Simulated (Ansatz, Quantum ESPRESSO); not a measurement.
## Equation of state of C54 TiSi2

How stiff is C54 TiSi2 under hydrostatic load? Each row relaxes cell and atoms at a set pressure. The phase is followed to these pressures whether or not it stays the stable one.

Calculated with Quantum ESPRESSO 7.5, PBEsol, GBRV 1.5 ultrasoft potentials, cutoff 680 eV, Fermi–Dirac smearing 0.05 eV, k-mesh 12×12×12, no spin polarisation, no spin-orbit coupling.

Reference cell, relaxed at zero pressure with PBEsol (Fddd): a = 5.8974 Å, b = 4.8717 Å, c = 4.7301 Å, α = 75.77°, β = 53.20°, γ = 51.03°.

```csv
atom,x,y,z
Ti,0.7500,0.7500,0.7500
Ti,0.5000,0.5000,0.5000
Si,0.0863,0.4137,0.0863
Si,0.4137,0.0863,0.4137
Si,0.1637,0.8363,0.1637
Si,0.8363,0.1637,0.8363
```

| V (Å³/atom) | V/V0 | P (GPa) | E − E0 (meV/atom) |
| --- | --- | --- | --- |
| 14.1780 | 1.0285 | −4.001 | 5.0 |
| 13.3650 | 0.9695 | 5.002 | 6.4 |
| 13.0042 | 0.9434 | 9.995 | 23.2 |
| 12.6870 | 0.9204 | 15.001 | 47.8 |
| 12.4049 | 0.8999 | 19.998 | 78.6 |

V0 = 13.7848 Å³ an atom, where the residual pressure P0 is −0.013 GPa. **Question.** Fit the Birch–Murnaghan law and give the pressure and the energy at V = 11.9192 Å³ an atom, a row left out above.

With the Eulerian strain f = ½[(V0/V)^(2/3) − 1] and F = (P − P0)/[3f(1 + 2f)^(5/2)], the third-order law is the line F = B0 + (3/2) B0 (B′ − 4) f.

| f | F (GPa) |
| --- | --- |
| 0.03642 | 153.61 |
| 0.02844 | 153.23 |
| 0.01981 | 152.78 |
| 0.01042 | 152.43 |
| −0.00929 | 150.00 |

A straight line through the 5 rows: the means are 0.01716 for f and 152.41 for F, Σ(Δx)² = 0.00125 and ΣΔxΔy = 0.09695, so the slope is 0.09695/0.00125 = 77.547 and the intercept 152.41 − (77.547)(0.01716) = 151.08.

Hence B0 = 151.1 GPa and B′ = 4 + (77.5)/(1.5 × 151.1) = 4.34. For the withheld volume f = 0.05090, F = 155.03 GPa and P = 30.15 GPa, an extrapolation past the fitted rows. The run itself gives 30.00 GPa, so the estimate misses by 0.15 GPa, more than the largest misfit of the fitted rows (0.04 GPa).

Integrating the same law gives E − E0 = (9/2) B0 V0 f²[1 + (B′ − 4) f] + P0(V0 − V), with 1 GPa Å³ = 6.2415 meV: 154.0 meV an atom. The run itself gives 153.9 meV, so the estimate misses by 0.1 meV, a rounding's worth.

The same fit over all rows at other levels or in other programs gives B0 = 151 GPa with PBEsol (Ansatz).

[Logs are printed without paths, hosts, clocks, repeated set-up lines and the standing remarks that a program may print on its own settings, such as how far it seeks lower states.]
